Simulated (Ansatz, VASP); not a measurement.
# InSe2 in VASP and in Ansatz

```
In Se
1.0
     4.86921    0.00000    0.00000
    -2.43460    4.21686    0.00000
     0.00000    0.00000    3.42483
In Se
1 2
Direct
  0.00000 0.00000 0.00000
  0.33333 0.66667 0.50000
  0.66667 0.33333 0.50000
```

Alike in both runs: task relaxation of cell and atoms; functional PBE; k mesh 12 × 12 × 14; occupations gaussian, width 0.1 eV; no spin polarisation.

```csv
,VASP,Ansatz
version,VASP 6.6.1,Ansatz 0.2.0
potentials or method,"VASP PAW PBE potentials, release 64 (In_d, Se)","scalar-relativistic, plane waves, PAW"
plane-wave cutoff (eV),600,420
valence electrons in the cell,25,45
```

```csv
,VASP,Ansatz,Ansatz less VASP
"gap on the k mesh at the Fermi level, each at its own relaxed structure (eV)",none,none,-
relaxed volume (Å³/atom),25.74,25.71,-0.029
relaxed cell length with the largest relative difference (Å),3.924,3.918,-0.0062
energy change over the relaxation (meV/atom),-50,-50,+0.1
```

A gap of «none» marks a metal or a gap that the smearing closes. The two sets of potentials don't hold the same shells in valence.
